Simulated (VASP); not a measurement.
A run of VASP 6.6.1:

File POSCAR:

```
NaH
1.0
    2.9551240000      0.0000000000      0.0000000000
    0.0000000000      2.9551240000      0.0110817150
    0.0000000000      0.0110817150      2.9551240000
Na H
1 1
Direct
    0.0000000000      0.0000000000      0.0000000000
    0.5000000000      0.5000000000      0.5000000000
```

File INCAR.step1:

```
SYSTEM = NaH
PREC = Accurate ; ENCUT = 520
ISMEAR = 0 ; SIGMA = 0.05
LREAL = .False. ; LASPH = .True.
NELM = 100 ; NBANDS = 11
GGA = PE ; ALGO = Normal
EDIFF = 1E-4 ; LWAVE = .True.
LCHARG = .False.
```

Contents of INCAR.step2:

```
SYSTEM = NaH
PREC = Accurate ; ENCUT = 520
EDIFF = 1E-6 ; ISMEAR = 0
SIGMA = 0.05 ; LREAL = .False.
LASPH = .True. ; NELM = 100
ALGO = Normal ; ISIF = 2
LWAVE = .False. ; LCHARG = .False.
METAGGA = R2SCAN ; LMIXTAU = .True.
NBANDS = 11 ; ISTART = 1
```

Contents of KPOINTS:

```
Automatic mesh
0
Gamma
  10 10 10
  0 0 0
```

Potentials or basis: VASP PAW PBE potentials, release 64 (Na_pv, H).

Command:

```bash
$ cat potpaw_PBE.64/Na_pv/POTCAR potpaw_PBE.64/H/POTCAR > POTCAR
$ cp INCAR.step1 INCAR
$ mpirun -np 1 vasp_std > vasp.out
$ cp INCAR.step2 INCAR
$ mpirun -np 1 vasp_std > vasp.out
```

Hardware: 1 thread of Intel(R) Xeon(R) Platinum 8375C CPU @ 2.90GHz (Ice Lake), on a shared host.

Task: How long does it take, and how much memory?

Result: Wall time 66 s on 1 thread of Intel(R) Xeon(R) Platinum 8375C CPU @ 2.90GHz (Ice Lake), with other jobs on the host, peak memory 0.17 GiB. Counts: scf iterations 8, k points 186.
